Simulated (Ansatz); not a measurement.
# Ti (Im-3m) in Ansatz: convergence with wavefunction cutoff

Aim: find how far wavefunction cutoff must go before the results for Ti settle, at PBE. This setting moves, with any that are tied to it; all else stays.

All numbers are computed with Ansatz 0.2.0; they aren't measurements. Logs are shortened: lines on timing, memory, paths and dates and some standing lists are left out, and cuts for length are marked.

### Step 1. Starting point

Symmetry: Im-3m, No. 229, cubic system. The conventional cell has a = 3.282 Å, b = 3.282 Å, c = 3.282 Å, α = 90.00°, β = 90.00°, γ = 90.00°. Ti (site symmetry m-3m) has 8 Ti at 2.84 Å as nearest neighbours.

This isn't the form of Ti at room conditions, which is hcp.

### Step 2. With wavefunction cutoff 400 eV

input.yaml reads:

```yaml
crystal:
  lattice:
    - [-1.641, 1.641, 1.641]
    - [1.641, -1.641, 1.641]
    - [1.641, 1.641, -1.641]
  atoms:
    - { symbol: Ti, position: [0.0, 0.0, 0.0] }
hamiltonian:
  xc: pbe
  pseudopotentials: { kind: nc }
kpoints:
  mp_grid: { grid: [10, 10, 10] }
scf:
  occupations: { method: fermi_dirac, width: 0.1 }
output:
  forces: true
  stress: true
  eigenvalues: true
basis:
  ecutwfc: "400 eV"
```

Potentials or basis: Ansatz NC.

The run is started by

```
$ ansatz run input.yaml --threads 2 --pin off --max-ram 5632MiB --backend cpu --events-out ev --progress --plain --runs-dir out
```

What it wrote:

```text
Warning: basis.ecutwfc = 400 eV is below the records' recommended 1155 eV, and the density's cutoff is lower with it unless basis.ecutrho_ratio is high enough to keep the records' density cutoff: compare with a run at a higher cutoff
Warning: RAYON_NUM_THREADS=2 ignored (pool sized by the plan → 2); use --threads N
Engine: ansatz 0.2.0, x86_64-unknown-linux-gnu
Pseudopotentials: kind: nc
Pseudopotential: Ti, nc, valence charge 12, recommended cutoff 1155 eV (normal), Ti.nc.azcp
Functional definition: PBE
  parameter kappa = 0.804
  parameter beta = 0.06672455060314922
  exchange = pbe_x(kappa = kappa, mu = beta*pi^2/3)
  correlation = pbe_c(beta = beta)
Crystal: 1 atoms, lattice volume = 17.676 Å³
Basis set: ecut = 400 eV, 321 PW (Γ), exchange–correlation on 40×40×40 points (8 copies of the dense FFT grid, shifted against one another)
Bands: 10, of which v1, the nominal top of the filled ones, is band 6 counted from 1 (5 counted from 0)
Symmetry: 48 space group operations
Space group: Im-3m (ITA 229), of the structure as read, at distance tolerance 2.6e-5 Å
k-points: 47 of 1000
Non-local potential: Ti, projectors of the file, l = 0: 2, l = 1: 2, l = 2: 2
Initial density: superposition of atomic densities (chi_scale 0.1, normalization cell)
Initial wavefunctions: pseudopotential atomic-orbital guess
Functional: x = pbe(κ = 0.804, μ = 0.2195149727645171), c = pbe(β = 0.06672455060314922)
SCF iter   1: F=—  HF=-1609.061417 eV  |F-HF|=—  |Δ(HF+E_count)|=         —  Δρ=2.07e-1  dr2=6.24e0  ethr=3.10e-3  ⟨swp⟩=6.1  Hψ=3427  notcnv=0
preconditioner: auto → none  [metal: Δε(μ)=0.038 eV  Ē_g=7.519 eV  σ=0.100 eV  W_gap=0.10  n_scr=0 (ndim 8)  ℏωp=17.7 eV  f_vac=0.000  D(μ)=0.93/eV (n_scr^D=12)]
SCF iter   2: F=—  HF=-1606.189330 eV  |F-HF|=—  |Δ(HF+E_count)|=    2.87e0  Δρ=4.52e-2  dr2=1.97e-1  ethr=3.10e-3  ⟨swp⟩=4.3  Hψ=1761  notcnv=0  defer=1
SCF iter   3: F=—  HF=-1606.154120 eV  |F-HF|=—  |Δ(HF+E_count)|=   3.52e-2  Δρ=1.37e-2  dr2=4.97e-3  ethr=1.64e-3  ⟨swp⟩=3.3  Hψ=1121  notcnv=0  defer=1
SCF iter   4: F=—  HF=-1606.160225 eV  |F-HF|=—  |Δ(HF+E_count)|=   6.10e-3  Δρ=1.69e-3  dr2=4.18e-4  ethr=4.14e-5  ⟨swp⟩=2.9  Hψ=833  notcnv=0  defer=1
SCF iter   5: F=—  HF=-1606.160115 eV  |F-HF|=—  |Δ(HF+E_count)|=   1.10e-4  Δρ=1.62e-4  dr2=3.89e-6  ethr=3.49e-6  ⟨swp⟩=3.0  Hψ=811  notcnv=0  defer=1
SCF iter   6: F=—  HF=-1606.160165 eV  |F-HF|=—  |Δ(HF+E_count)|=   5.03e-5  Δρ=2.22e-5  dr2=2.69e-8  ethr=8.33e-10  ⟨swp⟩=8.1  Hψ=3475  notcnv=0
SCF iter   7: F=-1606.160165 eV  HF=-1606.160165 eV  |F-HF|=1.49e-9  |Δ(HF+E_count)|=   3.04e-9  Δρ=3.49e-6  dr2=2.21e-9  ethr=2.24e-10  ⟨swp⟩=3.6  Hψ=1771  notcnv=0
SCF 1 converged in 7 iterations: F = -1606.160165 eV  dr2 = 2.21e-9
SCF converged after 7 iterations
Free energy (F): -1606.160165 eV
Harris-Foulkes:  -1606.160165 eV  (|F-HF|=1.49e-9)
Internal energy: -1606.115025 eV  (E = F + TS)
E sigma→0 (E₀):  -1606.137595 eV
Entropy (-TS):   -0.045141 eV (-45.141 meV/atom)
Fermi energy:    14.269002 eV
--- Per-component energies (eV) ---
  E_band       = -188.003492
  E_kinetic    = 581.725570
  E_local      = -1148.169761  (includes V_loc(G=0)·N_el)
  E_nonlocal   = 46.527193
  E_hartree    = 294.238163
  E_xc         = -230.812684
  E_vxc        = -256.564146  (∫ρ·V_xc dr)
  E_ewald      = -1149.623506
  E_smearing   = -0.045141  (= −TS)
  E_closure    = -0.000000  (closes the sum)
  Σ components = -1606.160165   (vs F -1606.160165, Δ=0.00e0)
--- Forces (eV/Å), atoms counted from 1 ---
  atom   1  Ti     0.00000000    -0.00000000     0.00000000
  max |Σ_I F_I| component: 1.36e-31 eV/Å
--- Stress (GPa, compression-positive) ---
        6.235305       0.000000       0.000000
       -0.000000       6.235305       0.000000
        0.000000       0.000000       6.235305
  P = ⅓ Tr σ = 6.2353 GPa (62.353 kbar)
--- Band table (eV; the first three rows and the last of 47) ---
  k-point 0: bands = ["-47.1237", "-23.7090", "-23.7090", "-23.7090", "7.0703", "16.2228", "16.2228", "16.2228", "18.9112", "18.9112"]
  k-point 1: bands = ["-47.1448", "-23.7886", "-23.7224", "-23.7128", "7.3823", "15.9717", "16.0001", "16.5019", "18.5741", "18.7637"]
  k-point 2: bands = ["-47.1485", "-23.8964", "-23.7664", "-23.7545", "8.2663", "15.3495", "15.6053", "17.3013", "18.2994", "18.3965"]
  k-point 46: bands = ["-46.6864", "-23.9047", "-23.9047", "-23.9047", "12.2639", "12.2639", "20.7375", "20.7375", "20.7375", "21.7321"]
```

Wall time 0.71 s (2 threads of Intel Xeon at 2.50GHz (Skylake/Cascade Lake), shared host); peak memory 0.22 GiB.

What came out:

```
Free energy            : -1606.1602 eV
Pressure               : 6.2 GPa
Band gap on the k mesh : none (metal or under the smearing width)
```

### Step 3. With wavefunction cutoff 500 eV

Changes to input.yaml since step 2:

```diff
@@ -19,2 +19,2 @@
 basis:
-  ecutwfc: "400 eV"
+  ecutwfc: "500 eV"
```

Potentials or basis: Ansatz NC.

The run is started by

```
$ ansatz run input.yaml --threads 2 --pin off --max-ram 5632MiB --backend cpu --events-out ev --progress --plain --runs-dir out
```

Run time: 0.84 s. Hardware: 2 threads of Intel Xeon at 2.50GHz (Skylake/Cascade Lake), shared host; peak memory 0.23 GiB.

What came out:

```yaml
Free_energy: -1612.0747 eV
Pressure: 10.2 GPa
Band_gap_on_the_k_mesh: none (metal or under the smearing width)
```

### Step 4. With wavefunction cutoff 600 eV

Changes to input.yaml since step 3:

```diff
@@ -19,2 +19,2 @@
 basis:
-  ecutwfc: "500 eV"
+  ecutwfc: "600 eV"
```

The run is started by

```
$ ansatz run input.yaml --threads 2 --pin off --max-ram 5632MiB --backend cpu --events-out ev --progress --plain --runs-dir out
```

Run time: 1 s. Hardware: 2 threads of Intel Xeon at 2.50GHz (Skylake/Cascade Lake), shared host; peak memory 0.24 GiB.

What came out:

```yaml
Free_energy: -1615.5166 eV
Pressure: -3.1 GPa
Band_gap_on_the_k_mesh: none (metal or under the smearing width)
```

### Step 5. With wavefunction cutoff 700 eV

Changes to input.yaml since step 4:

```diff
@@ -19,2 +19,2 @@
 basis:
-  ecutwfc: "600 eV"
+  ecutwfc: "700 eV"
```

The run is started by

```
$ ansatz run input.yaml --threads 2 --pin off --max-ram 5632MiB --backend cpu --events-out ev --progress --plain --runs-dir out
```

It took 1.2 s on 2 threads of Intel Xeon at 2.50GHz (Skylake/Cascade Lake), shared host; peak memory 0.24 GiB.

Results:

| Property | Result |
| --- | --- |
| Free energy | -1617.2381 eV |
| Pressure | 1.4 GPa |
| Band gap on the k mesh | none (metal or under the smearing width) |

### Step 6. With wavefunction cutoff 850 eV

Changes to input.yaml since step 5:

```diff
@@ -19,2 +19,2 @@
 basis:
-  ecutwfc: "700 eV"
+  ecutwfc: "850 eV"
```

Potentials or basis: Ansatz NC.

The run is started by

```
$ ansatz run input.yaml --threads 2 --pin off --max-ram 5632MiB --backend cpu --events-out ev --progress --plain --runs-dir out
```

It took 1.2 s on 2 threads of Intel Xeon at 2.50GHz (Skylake/Cascade Lake), shared host; peak memory 0.25 GiB.

Results (log left out):

```
Free energy            : -1618.1280 eV
Pressure               : -2.5 GPa
Band gap on the k mesh : none (metal or under the smearing width)
```

### Step 7. With wavefunction cutoff 1000 eV

Changes to input.yaml since step 6:

```diff
@@ -19,2 +19,2 @@
 basis:
-  ecutwfc: "850 eV"
+  ecutwfc: "1000 eV"
```

The run is started by

```
$ ansatz run input.yaml --threads 2 --pin off --max-ram 5632MiB --backend cpu --events-out ev --progress --plain --runs-dir out
```

It took 1.5 s on 2 threads of Intel Xeon at 2.50GHz (Skylake/Cascade Lake), shared host; peak memory 0.27 GiB.

It converged, with:

```
Free energy            : -1618.2461 eV
Pressure               : -2.0 GPa
Band gap on the k mesh : none (metal or under the smearing width)
```

### Step 8. With wavefunction cutoff 1200 eV

Changes to input.yaml since step 7:

```diff
@@ -19,2 +19,2 @@
 basis:
-  ecutwfc: "1000 eV"
+  ecutwfc: "1200 eV"
```

The run is started by

```
$ ansatz run input.yaml --threads 2 --pin off --max-ram 5632MiB --backend cpu --events-out ev --progress --plain --runs-dir out
```

It took 2.2 s on 2 threads of Intel Xeon at 2.50GHz (Skylake/Cascade Lake), shared host; peak memory 0.29 GiB.

The run converged. Its results:

```yaml
Free_energy: -1618.2529 eV
Pressure: -2.0 GPa
Band_gap_on_the_k_mesh: none (metal or under the smearing width)
```

### Step 9. With wavefunction cutoff 1400 eV

Changes to input.yaml since step 8:

```diff
@@ -19,2 +19,2 @@
 basis:
-  ecutwfc: "1200 eV"
+  ecutwfc: "1400 eV"
```

Potentials or basis: Ansatz NC.

The run is started by

```
$ ansatz run input.yaml --threads 2 --pin off --max-ram 5632MiB --backend cpu --events-out ev --progress --plain --runs-dir out
```

Wall time 2.3 s (2 threads of Intel Xeon at 2.50GHz (Skylake/Cascade Lake), shared host); peak memory 0.3 GiB.

It converged, with:

* Free energy: -1618.2531 eV
* Pressure: -2.0 GPa
* Band gap on the k mesh: none (metal or under the smearing width)

### Step 10. With wavefunction cutoff 1700 eV

Changes to input.yaml since step 9:

```diff
@@ -19,2 +19,2 @@
 basis:
-  ecutwfc: "1400 eV"
+  ecutwfc: "1700 eV"
```

The run is started by

```
$ ansatz run input.yaml --threads 2 --pin off --max-ram 5632MiB --backend cpu --events-out ev --progress --plain --runs-dir out
```

It took 2.6 s on 2 threads of Intel Xeon at 2.50GHz (Skylake/Cascade Lake), shared host; peak memory 0.34 GiB.

Results (log left out):

```yaml
Free_energy: -1618.2532 eV
Pressure: -2.0 GPa
Band_gap_on_the_k_mesh: none (metal or under the smearing width)
```

### Step 11. The series at a glance

| wavefunction cutoff | energy less the tightest run, at zero smearing (meV/atom) | pressure (GPa) | SCF cycles | CPU time (s) | peak memory (GiB) |
| --- | --- | --- | --- | --- | --- |
| 400 eV | 12076.39 | 6.24 | 7 | 1.2 | 0.22 |
| 500 eV | 6170.74 | 10.18 | 7 | 1.4 | 0.23 |
| 600 eV | 2734.82 | -3.15 | 7 | 1.7 | 0.24 |
| 700 eV | 1014.28 | 1.45 | 6 | 2.1 | 0.24 |
| 850 eV | 125.16 | -2.53 | 6 | 2.2 | 0.25 |
| 1000 eV | 7.11 | -1.95 | 6 | 2.6 | 0.27 |
| 1200 eV | 0.35 | -1.99 | 6 | 3.9 | 0.29 |
| 1400 eV | 0.17 | -1.99 | 6 | 4.2 | 0.3 |
| 1700 eV | 0.00 | -1.99 | 6 | 5 | 0.34 |

Against the tightest run, the energy stays within 1 meV/atom from 1200 eV on; the pressure stays within 0.1 GPa from 1000 eV on. The tightest run that finished is the yardstick and may itself not be fully converged.
